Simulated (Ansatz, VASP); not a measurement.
## Two plane-wave programs on AlN

Contents of INCAR:

```
SYSTEM = AlN
ALGO = Normal
EDIFF = 1E-6
ENCUT = 520
GGA = PE
ISIF = 2
ISMEAR = 0
LASPH = .True.
LCHARG = .False.
LREAL = .False.
LWAVE = .False.
NBANDS = 16
NELM = 60
PREC = Accurate
SIGMA = 0.05
```

Contents of KPOINTS:

```
k-points
0
Gamma
  9 9 6
  0 0 0
```

The input POSCAR:

```
AlN
1.0
    3.4792000000      0.0000000000      0.0000000000
   -1.7396000000      3.0130755848      0.0000000000
    0.0000000000      0.0000000000      4.3132000000
Al N
2 2
Direct
    0.3333333333      0.6666666667      0.7500000000
    0.6666666667      0.3333333333      0.2500000000
    0.3333333333      0.6666666667      0.2500000000
    0.6666666667      0.3333333333      0.7500000000
```

Input for Ansatz:

```yaml
crystal:
  lattice:
    - [3.4792, 0.0, 0.0]
    - [-1.7396, 3.0130755848, 0.0]
    - [0.0, 0.0, 4.3132]
  atoms:
    - { symbol: Al, position: [0.3333333333, 0.6666666667, 0.75] }
    - { symbol: Al, position: [0.6666666667, 0.3333333333, 0.25] }
    - { symbol: "N", position: [0.3333333333, 0.6666666667, 0.25] }
    - { symbol: "N", position: [0.6666666667, 0.3333333333, 0.75] }
basis:
  ecutwfc: 520.0
kpoints:
  mp_grid: { grid: [9, 9, 6] }
hamiltonian:
  xc: pbe
  pseudopotentials: { kind: paw, azcp: { folder: soft_1 } }
scf:
  occupations: { method: gaussian, width: 0.05 }
output:
  forces: true
  stress: true
  eigenvalues: true
```

Alike in both runs: task single point; functional PBE; k mesh 9 × 9 × 6; occupations gaussian, width 0.05 eV; no spin polarisation.

|  | VASP | Ansatz |
| --- | --- | --- |
| version | VASP 6.6.1 | Ansatz 0.2.0 |
| potentials or method | VASP PAW PBE potentials, release 64 (Al, N) | scalar-relativistic, plane waves, PAW |
| plane-wave cutoff (eV) | 520 | 520 |
| valence electrons in the cell | 16 | 16 |

|  | VASP | Ansatz | Ansatz less VASP |
| --- | --- | --- | --- |
| gap on the k mesh at the Fermi level (eV) | 2.38 | 2.38 | -0.004 |
| least direct gap on the mesh (eV) | 2.38 | 2.38 | -0.004 |
| pressure (GPa) | -20.8 | -20.7 | +0.11 |
| largest component of the traceless stress (GPa) | 3.54 | 3.47 | -0.071 |

The functional is the same, so the differences come from potentials, cutoffs and numerics.

Caveats: so large a pressure means that the cell lies far from this level's equilibrium, or that cutoff or potentials fall short (VASP). Expect the measured gap to be larger: semilocal functionals such as PBE lack the derivative discontinuity.
